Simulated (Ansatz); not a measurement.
Runs of Ansatz 0.2.0 on SnSe. The structure is orthorhombic, space group Pnma (No. 62). Conventional cell: a = 11.420 Å, b = 4.190 Å, c = 4.460 Å, α = 90.00°, β = 90.00°, γ = 90.00°. Sn (site symmetry m) has 3 Se at 2.69 to 2.83 Å as nearest neighbours. Se (site symmetry m) has 3 Sn at 2.69 to 2.83 Å as nearest neighbours. 

```csv
level,gap on the mesh (eV),pressure (GPa),relaxed volume (Å³/atom),largest force (eV/Å)
r2SCAN,(a),0.0,28.30,-
r2SCAN+D4,0.99,0.0,27.97,-
r2SCAN+D3(BJ)-ATM,0.93,0.0,27.46,0.01
r2SCAN+D3(BJ),0.91,0.0,27.25,0.01
r2SCAN+rVV10,(b),0.0,27.18,0.01
```

Alike in all rows: task relaxation of cell and atoms; potentials or basis Ansatz PAW; no spin polarisation; cell relaxed; k mesh 3 × 6 × 6; cutoff (eV) 500; smearing fermi-dirac 0.05 eV.

Task: Fill in the values left out.

Result: (a) 1.03; (b) 0.87.

Caveats: odd divisions of the mesh miss points on the zone boundary, where band edges often lie, so the gap on the mesh can be too wide; the plane-wave basis is chosen anew once the cell has moved, so the energies of steps on either side of that aren't comparable; spin-orbit coupling is left out, which moves the levels of the heavy elements; the PAW data sets come from PBE, with cores solved anew for the run's functional, which leaves a small shift of forces and pressure; the dispersion damping was fitted for another functional or another form of the correction (some runs).

A k mesh can miss the band edges, and the runs leave out spin-orbit coupling on Se, Sn.
